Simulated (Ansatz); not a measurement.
# PbI2: the cost of one run

Computed with Ansatz 0.2.0 (DFT PBE+D3(BJ), scalar-relativistic, plane waves, PAW, unless a step's input says otherwise).

1 further run of the same task is left out (it didn't finish).

### 1 Starting point

It takes space group P-3m1 (No. 164, trigonal). The conventional cell has a = 4.477 Å, b = 4.477 Å, c = 7.222 Å, α = 90.00°, β = 90.00°, γ = 120.00°. Pb (site symmetry -3m) is surrounded by 6 I at 3.16 Å. Around I (site symmetry 3m) lie 3 Pb at 3.16 Å.

As a file:

```cif
data_structure
_symmetry_space_group_name_H-M 'P-3m1'
_symmetry_Int_Tables_number 164
_cell_length_a 4.4770
_cell_length_b 4.4770
_cell_length_c 7.2223
_cell_angle_alpha 90.000
_cell_angle_beta 90.000
_cell_angle_gamma 120.000
_cell_volume 125.36
loop_
_atom_site_label
_atom_site_type_symbol
_atom_site_symmetry_multiplicity
_atom_site_Wyckoff_symbol
_atom_site_fract_x
_atom_site_fract_y
_atom_site_fract_z
_atom_site_occupancy
Pb1 Pb 1 a 0.00000 0.00000 0.00000 1
I1 I 2 d 0.33333 0.66667 0.25200 1
```

(A quick probe on a coarse mesh, which set the mesh and smearing, is not shown.)

### 3 The relaxation

The input, input.yaml:

```yaml
crystal:
  lattice:
    - [4.4769786907, 0.0, 0.0]
    - [-2.2384893454, 3.8771772783, 0.0]
    - [0.0, 0.0, 7.2222958124]
  atoms:
    - { symbol: Pb, position: [0.0, 0.0, 0.0] }
    - { symbol: I, position: [0.3333333333, 0.6666666667, 0.252] }
    - { symbol: I, position: [0.6666666667, 0.3333333333, 0.748] }
basis:
  ecutwfc: 420
kpoints:
  mp_grid: { grid: [9, 9, 4] }
hamiltonian:
  xc: pbe
  dispersion: d3bj
scf:
  occupations: { method: gaussian, width: 0.02 }
output:
  forces: true
  stress: true
  eigenvalues: true
relax:
  adjacent_minimum: "off"
  f_tol: 0.005
  max_steps: 80
  cell: { stress_tol: 0.05 }
```

Launch:

```
ansatz run input.yaml --threads 2 --pin off --max-ram 5632MiB --backend cpu --events-out ev --progress --plain --runs-dir out
```

Q: Estimate wall time and peak memory on 2 threads of Arm Neoverse V2, shared host.

About 24 s, with a peak of 0.47 GiB.
